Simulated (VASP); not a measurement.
# MgS (P6_3mc) in VASP: single point with r2SCAN

Aim: the single point of MgS with r2SCAN.

Program: VASP 6.6.1. These are calculated values, not measurements. Logs are shortened: lines on timing, memory, paths and dates and some standing lists are left out, and cuts for length are marked.

## 1. The crystal as given

The structure is hexagonal, space group P6_3mc (No. 186). Conventional cell: a = 4.035 Å, b = 4.035 Å, c = 6.432 Å, α = 90.00°, β = 90.00°, γ = 120.00°. Mg (site symmetry 3m) has 4 S at 2.45 to 2.47 Å as nearest neighbours. S (site symmetry 3m) is surrounded by 4 Mg at 2.45 to 2.47 Å.

The cell comes from a database or a generator and needn't be the stable form of this composition.

## 2. Single point, r2SCAN

File POSCAR:

```
MgS
1.0
    4.0346224100      0.0000000000      0.0000000000
   -2.0173112000      3.4940855000      0.0000000000
    0.0000000000      0.0000000000      6.4322941800
Mg S
2 2
Direct
    0.6666666676      0.3333333286      0.4957548506
    0.3333333285      0.6666666686      0.9957548506
    0.3333333285      0.6666666686      0.3792441502
    0.6666666676      0.3333333286      0.8792441502
```

File INCAR.step1:

```
PREC     = Accurate       # precision mode
ENCUT    = 520            # plane-wave cutoff, eV
ISMEAR   = -1             # smearing method
SIGMA    = 0.05           # smearing width, eV
LREAL    = False          # projectors in reciprocal space
LASPH    = True           # aspherical terms in the spheres
NELM     = 100            # most SCF steps
NBANDS   = 16             # bands
GGA      = PE             # functional
ALGO     = Normal         # electronic algorithm
EDIFF    = 1E-4           # SCF threshold, eV
LWAVE    = True           # write WAVECAR
LCHARG   = False          # write CHGCAR
```

File INCAR.step2:

```
PREC     = Accurate       # precision mode
ENCUT    = 520            # plane-wave cutoff, eV
EDIFF    = 1E-6           # SCF threshold, eV
ISMEAR   = -1             # smearing method
SIGMA    = 0.05           # smearing width, eV
LREAL    = False          # projectors in reciprocal space
LASPH    = True           # aspherical terms in the spheres
NELM     = 100            # most SCF steps
ALGO     = Normal         # electronic algorithm
ISIF     = 2              # what is computed and relaxed
LWAVE    = False          # write WAVECAR
LCHARG   = False          # write CHGCAR
METAGGA  = R2SCAN         # meta-GGA
LMIXTAU  = True         
NBANDS   = 16             # bands
ISTART   = 1
```

File KPOINTS:

```
regular mesh
0
Gamma
  5 5 3
```

Potentials or basis: VASP PAW PBE potentials, release 64 (Mg, S).

Run with:

```bash
$ cat potpaw_PBE.64/Mg/POTCAR potpaw_PBE.64/S/POTCAR > POTCAR
$ cp INCAR.step1 INCAR
$ mpirun -np 1 vasp_std > vasp.out
$ cp INCAR.step2 INCAR
$ mpirun -np 1 vasp_std > vasp.out
```

OUTCAR:

```text
PREC = Accurate
   ENCUT = 520
   EDIFF = 1E-6
   ISMEAR = -1
   LREAL = False
   LASPH = True
   NELM = 100
   ISIF = 2
   METAGGA = R2SCAN
   ISTART = 1

 ion  position               nearest neighbor table
   1  0.667  0.333  0.496-   3 2.45   3 2.45   3 2.45   4 2.47
   2  0.333  0.667  0.996-   4 2.45   4 2.45   4 2.45   3 2.47
   3  0.333  0.667  0.379-   1 2.45   1 2.45   1 2.45   2 2.47
   4  0.667  0.333  0.879-   2 2.45   2 2.45   2 2.45   1 2.47

  LATTYP: Found a hexagonal cell.
 ALAT       =     4.0346224100
 C/A-ratio  =     1.5942741418

  Lattice vectors:

 A1 = (   4.0346224100,   0.0000000000,   0.0000000000)
 A2 = (  -2.0173112000,   3.4940855000,   0.0000000000)
 A3 = (   0.0000000000,   0.0000000000,   6.4322941800)

Analysis of symmetry for initial positions (statically):
=====================================================================
 Subroutine PRICEL returns:
 Original cell was already a primitive cell.

 Routine SETGRP: Setting up the symmetry group for a
 hexagonal supercell.

 Subroutine GETGRP returns: Found 12 space group operations
 (whereof  6 operations were pure point group operations)
 out of a pool of 24 trial point group operations.

The static configuration has the point symmetry C_3v.
 The point group associated with its full space group is C_6v.

Analysis of symmetry for dynamics (positions and initial velocities):
=====================================================================
 Subroutine PRICEL returns:
 Original cell was already a primitive cell.

 Routine SETGRP: Setting up the symmetry group for a
 hexagonal supercell.

 Subroutine GETGRP returns: Found 12 space group operations
 (whereof  6 operations were pure point group operations)
 out of a pool of 24 trial point group operations.

The dynamic configuration has the point symmetry C_3v.
 The point group associated with its full space group is C_6v.

 Subroutine INISYM returns: Found 12 space group operations
 (whereof  6 operations are pure point group operations),
 and found     1 'primitive' translations

----------------------------------------------------------------------------------------

                                     Primitive cell

  volume of cell :      90.6781

  direct lattice vectors                    reciprocal lattice vectors
     4.034622410  0.000000000  0.000000000     0.247854669  0.143098959  0.000000000
    -2.017311200  3.494085500  0.000000000     0.000000000  0.286197919  0.000000000
     0.000000000  0.000000000  6.432294180     0.000000000  0.000000000  0.155465526

  length of vectors
     4.034622410  4.034622406  6.432294180     0.286197919  0.286197919  0.155465526

  position of ions in fractional coordinates (direct lattice)
     0.666666668  0.333333329  0.495754851
     0.333333328  0.666666669  0.995754851
     0.333333328  0.666666669  0.379244150
     0.666666668  0.333333329  0.879244150

  ion indices of the primitive-cell ions
   primitive index   ion index
                 1           1
                 2           2
                 3           3
                 4           4

----------------------------------------------------------------------------------------

 KPOINTS: regular mesh

Automatic generation of k-mesh.
 Grid dimensions read from file:
 generate k-points for:    5    5    3

 Generating k-lattice:

  Cartesian coordinates                     Fractional coordinates (reciprocal lattice)
     0.049570934  0.028619792  0.000000000     0.200000000  0.000000000  0.000000000
     0.000000000  0.057239584  0.000000000     0.000000000  0.200000000  0.000000000
     0.000000000  0.000000000  0.051821842     0.000000000  0.000000000  0.333333333

  Length of vectors
     0.057239584  0.057239584  0.051821842

  Shift w.r.t. Gamma in fractional coordinates (k-lattice)
     0.000000000  0.000000000  0.000000000

 Subroutine IBZKPT returns following result:
 ===========================================

 Found     10 irreducible k-points:

 Following reciprocal coordinates:
            Coordinates               Weight
  0.000000  0.000000  0.000000      1.000000
  0.200000 -0.000000  0.000000      6.000000
  0.400000 -0.000000  0.000000      6.000000
  0.200000  0.200000  0.000000      6.000000
  0.400000  0.200000  0.000000      6.000000
  0.000000  0.000000  0.333333      2.000000
  0.200000 -0.000000  0.333333     12.000000
  0.400000 -0.000000  0.333333     12.000000
  0.200000  0.200000  0.333333     12.000000
  0.400000  0.200000  0.333333     12.000000
   k-points           NKPTS =     10   k-points in BZ     NKDIM =     10   number of bands    NBANDS=     16
   number of dos      NEDOS =    301   number of ions     NIONS =      4
   total plane-waves  NPLWV =  43200
   dimension x,y,z NGX =    30 NGY =   30 NGZ =   48
   dimension x,y,z NGXF=    60 NGYF=   60 NGZF=   96
   ions per type =               2   2
   NGX,Y,Z   is equivalent  to a cutoff of  12.36, 12.36, 12.41 a.u.
   NGXF,Y,Z  is equivalent  to a cutoff of  24.72, 24.72, 24.81 a.u.
 SYSTEM =  unknown system
   PREC   = accura    normal or accurate (medium, high low for compatibility)
   ISTART =      1    job   : 0-new  1-cont  2-samecut
   ICHARG =      0    charge: 1-file 2-atom 10-const
   ISPIN  =      1    spin polarized calculation?
   LNONCOLLINEAR =      F non collinear calculations
   LSORBIT =      F    spin-orbit coupling
   LASPH  =      T    aspherical Exc in radial PAW
   ENCUT  =  520.0 eV  38.22 Ry    6.18 a.u.   7.50  7.50 11.96*2*pi/ulx,y,z
   NELM   =    100;   NELMIN=  2; NELMDL=  0     # of ELM steps
   EDIFF  = 0.1E-05   stopping-criterion for ELM
   LREAL  =      F    real-space projection
   EDIFFG = 0.1E-04   stopping-criterion for IOM
   NSW    =      0    number of steps for IOM
   IBRION =     -1    ionic relax: 0-MD 1-quasi-New 2-CG
   NFREE  =      0    steps in history (QN), initial steepest desc. (CG)
   ISIF   =      2    stress and relaxation
   ISYM   =      2    0-nonsym 1-usesym 2-fastsym
   POTIM  = 0.5000    time-step for ionic-motion
   TEBEG  =    0.0;   TEEND  =   0.0 temperature during run
   PSTRESS=    0.0 pullay stress
   NELECT =      16.0000    total number of electrons
   NUPDOWN=      -1.0000    fix difference up-down
   EMIN   =  10.00;   EMAX   =-10.00  energy-range for DOS
   EFERMI =   0.00;   METHOD = LEGACY
   ISMEAR =    -1;   SIGMA  =   0.05  broadening in eV -4-tet -1-fermi 0-gaus
   EFERMI_NEDOS =   21; number of points for ismear=-14 and -15
   IALGO  =     38    algorithm
   IMIX   =      4    mixing-type and parameters
     AMIX     =   0.40;   BMIX     =  1.00
     AMIX_MAG =   1.60;   BMIX_MAG =  1.00
  volume/ion in A,a.u.               =      22.67       152.98
  Fermi-wavevector in a.u.,A,eV,Ry     =   0.918221  1.735187 11.471486  0.843130
  Thomas-Fermi vector in A             =   2.043279
   LORBIT       =      0    0 simple, 1 ext, 2 COOP (PROOUT), +10 PAW based schemes
   METAGGA = R2SCAN    functional components
   LHFCALC =     F    Hartree Fock is set to
   AEXX    =    0.0000 exact exchange contribution
   IVDW    =     0    specifies the selected vdW correction
   LEPSILON=     F    determine dielectric tensor
   LRPA    =     F    only Hartree local field effects (RPA)
 non-spin polarized calculation
  energy-cutoff  :      520.00
  volume of cell :       90.68
 maximum number of plane-waves:      2460
 NGX is ok and might be reduce to    30
   NGX = 15   NGY = 15   NGZ = 23

 number of electron      16.0000004 magnetization

 Free energy of the ion-electron system (eV)
  ---------------------------------------------------
  ext. energy  EPLUGINS =         0.00000000
  ---------------------------------------------------
  free energy    TOTEN  =       -30.93317150 eV

  energy without entropy =      -30.93317150  energy(sigma->0) =      -30.93317150

 E-fermi :   1.9047     XC(G=0):  -8.7718

 val. band max:        0.9100747384   @ k =   0.0000   0.0000   0.0000
 cond. band min:       5.0125701273   @ k =   0.0000   0.0000   0.0000
 fundamental gap:      4.1024953890
 Fermi energy:         1.9046599518

 k-point     1 :       0.0000    0.0000    0.0000
  band No.  band energies     occupation
      1     -10.9781      2.00000
      2     -10.2312      2.00000
      3      -2.3392      2.00000
      4       0.3152      2.00000
      5       0.3152      2.00000
      6       0.7409      2.00000
[... 8 lines left out ...]
     15      10.0422      0.00000
     16      10.7369      0.00000

 k-point     2 :       0.2000   -0.0000    0.0000
  band No.  band energies     occupation
      1     -10.7867      2.00000
      2     -10.1430      2.00000
      3      -2.0300      2.00000
      4      -0.6807      2.00000
      5      -0.2472      2.00000
      6       0.0375      2.00000
[... 8 lines left out ...]
     15      10.2614      0.00000
     16      10.2811      0.00000

 k-point     3 :       0.4000   -0.0000    0.0000
  band No.  band energies     occupation
      1     -10.3927      2.00000
      2     -10.0438      2.00000
      3      -1.9435      2.00000
      4      -1.3932      2.00000
      5      -1.2012      2.00000
      6      -0.3128      2.00000
[... 8 lines left out ...]
     15      10.5410      0.00000
     16      12.5449      0.00000

 k-point     4 :       0.2000    0.2000    0.0000
  band No.  band energies     occupation
      1     -10.4859      2.00000
      2     -10.0505      2.00000
      3      -1.5357      2.00000
      4      -1.3445      2.00000
      5      -1.2164      2.00000
      6      -0.3993      2.00000
[... 8 lines left out ...]
     15      10.4704      0.00000
     16      11.1949      0.00000

 k-point     5 :       0.4000    0.2000    0.0000
  band No.  band energies     occupation
      1     -10.2170      2.00000
      2     -10.0586      2.00000
      3      -1.8881      2.00000
      4      -1.4013      2.00000
      5      -0.9946      2.00000
      6      -0.7588      2.00000
[... 8 lines left out ...]
     15      10.8029      0.00000
     16      12.4437      0.00000

 k-point     6 :       0.0000    0.0000    0.3333
  band No.  band energies     occupation
      1     -10.8123      2.00000
      2     -10.4418      2.00000
      3      -1.6963      2.00000
      4      -0.1753      2.00000
      5       0.4164      2.00000
      6       0.4165      2.00000
[... 8 lines left out ...]
     15       9.4499      0.00000
     16       9.7174      0.00000

 k-point     7 :       0.2000   -0.0000    0.3333
  band No.  band energies     occupation
      1     -10.6404      2.00000
      2     -10.3202      2.00000
      3      -1.6407      2.00000
      4      -0.8198      2.00000
      5      -0.2918      2.00000
      6       0.1757      2.00000
[... 8 lines left out ...]
     15      10.1717      0.00000
     16      10.2920      0.00000

 k-point     8 :       0.4000   -0.0000    0.3333
  band No.  band energies     occupation
      1     -10.3066      2.00000
      2     -10.1320      2.00000
      3      -2.1393      2.00000
      4      -1.8490      2.00000
      5      -0.4193      2.00000
      6      -0.1442      2.00000
[... 8 lines left out ...]
     15      11.1277      0.00000
     16      11.8035      0.00000

 k-point     9 :       0.2000    0.2000    0.3333
  band No.  band energies     occupation
      1     -10.3815      2.00000
      2     -10.1638      2.00000
      3      -1.8157      2.00000
      4      -1.5744      2.00000
      5      -0.4698      2.00000
      6      -0.4013      2.00000
[... 8 lines left out ...]
     15       9.8272      0.00000
     16      11.1009      0.00000

 k-point    10 :       0.4000    0.2000    0.3333
  band No.  band energies     occupation
      1     -10.1739      2.00000
      2     -10.0945      2.00000
      3      -2.0563      2.00000
      4      -1.8591      2.00000
      5      -0.9846      2.00000
      6      -0.5079      2.00000
[... 8 lines left out ...]
     15      11.1164      0.00000
     16      11.7506      0.00000

------------------------ aborting loop because EDIFF is reached ----------------------------------------

  FORCE on cell =-STRESS in cart. coord.  units (eV):
  Direction    XX          YY          ZZ          XY          YZ          ZX
  --------------------------------------------------------------------------------------
  -------------------------------------------------------------------------------------
  Total       -0.1174211     -0.1174211     -0.2117254     -0.0000000      0.0000000      0.0000000
  in kB       -2.0746960     -2.0746960     -3.7409445     -0.0000000      0.0000000      0.0000000
  external PRESSURE =      -2.6301122 kB  Pullay stress =       0.0000000 kB

 VOLUME and BASIS-vectors are now :
 -----------------------------------------------------------------------------
  energy-cutoff  :      520.00
  volume of cell :       90.68
      direct lattice vectors                 reciprocal lattice vectors
     4.034622410  0.000000000  0.000000000     0.247854669  0.143098959  0.000000000
    -2.017311200  3.494085500  0.000000000     0.000000000  0.286197919  0.000000000
     0.000000000  0.000000000  6.432294180     0.000000000  0.000000000  0.155465526

 POSITION                                       TOTAL-FORCE (eV/Angst)
 -----------------------------------------------------------------------------------
      2.01731      1.16470      3.18884         0.000000      0.000000      0.056298
     -0.00000      2.32939      6.40499        -0.000000      0.000000      0.056298
     -0.00000      2.32939      2.43941         0.000000     -0.000000     -0.056298
      2.01731      1.16470      5.65556        -0.000000      0.000000     -0.056298
 -----------------------------------------------------------------------------------
    total drift:                               -0.000002      0.000010      0.006056

  FREE ENERGIE OF THE ION-ELECTRON SYSTEM (eV)
  ---------------------------------------------------
  free  energy   TOTEN  =       -30.9331715038 eV

  energy  without entropy=      -30.9331715037  energy(sigma->0) =      -30.93317150
```

Run time: 63 s. Hardware: 1 thread of Intel Xeon 6975P-C (Granite Rapids), shared host; peak memory 0.21 GiB.

Results:

- Free energy: -30.9332 eV
- Pressure: -0.3 GPa
- Largest force: 0.056 eV/Å
- Band gap on the k mesh: 4.10 eV, direct

Forces in eV/Å, atoms in the order of the input:
```
Mg   0.000  0.000  0.056
Mg   0.000  0.000  0.056
S    0.000  0.000 -0.056
S    0.000  0.000 -0.056
```

Stress tensor (GPa, compression positive):
```
-0.21  0.00  0.00
 0.00 -0.21  0.00
 0.00  0.00 -0.37
```

Caveat: the PAW data sets were made with another functional, which shifts forces and pressure a little. r2SCAN opens gaps a little over a GGA but as a rule still falls short of measured ones.
